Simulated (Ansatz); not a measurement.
## Convergence of Fe$_{3}$Co with the plane-wave cutoff

All numbers below come from DFT PBEsol, scalar-relativistic, plane waves, PAW (Ansatz).

```cif
data_structure
_symmetry_space_group_name_H-M 'P 1'
_symmetry_Int_Tables_number 1
_cell_length_a 4.0782
_cell_length_b 4.0268
_cell_length_c 2.8079
_cell_angle_alpha 90.616
_cell_angle_beta 89.837
_cell_angle_gamma 89.460
_cell_volume 46.11
loop_
_atom_site_label
_atom_site_type_symbol
_atom_site_fract_x
_atom_site_fract_y
_atom_site_fract_z
_atom_site_occupancy
Fe1 Fe 0.47263 0.51916 0.94259 1
Fe2 Fe 0.48657 0.97664 0.51700 1
Fe3 Fe 0.00088 0.52047 0.51752 1
Co1 Co 0.01675 0.02635 0.99220 1
```

| Property | Result |
| --- | --- |
| Γ-centred k-mesh | 8×8×10 |
| occupation rule | Gaussian smearing, 0.1 eV |
| list of starting moments (μB, in atom order) | 2.6 2.87 2.87 1.99 |
| check for lower electronic states after the SCF | on |
| valence charge of the PAW sets | Fe 16, Co 17 |

The atoms are held and the plane-wave cutoff is swept. Energies are extrapolated to zero smearing and count from the reference run, 420 eV. The cell was strained and its atoms displaced at random, so that forces don't vanish. Pressure is positive in compression and holds a correction for the finite cutoff (Pulay stress).

Times are rough; the reference took 5.4 min on 1 thread of Arm Neoverse V1 (shared host), peak memory 1.2 GiB.

(1) One run gave ΔE = 39.4 meV/atom and P = -4.80 GPa. Which plane-wave cutoff did it use, of 200, 250, 300, 350?

Moments started parallel; other magnetic orders weren't tried and can lie lower.

## Answers

(1) 350 eV. All runs:

| cutoff (eV) | ΔE (meV/atom) | P (GPa) | largest change of a force component (eV/Å) | cell moment (μB) | plane waves at Γ | wall time (s) |
| --- | --- | --- | --- | --- | --- | --- |
| 200 | 17508 | -7.74 | 2.287 | 9.13 | 303 | 150 |
| 250 | 3230 | 4.37 | 0.345 | 9.24 | 417 | 180 |
| 300 | 462 | -1.74 | 0.164 | 8.96 | 523 | 210 |
| 350 | 39.4 | -4.80 | 0.028 | 8.93 | 693 | 260 |
| 420 | 0.00 | -5.15 | 0.000 | 8.92 | 909 | 320 |

11 further runs of this set didn't finish or converge.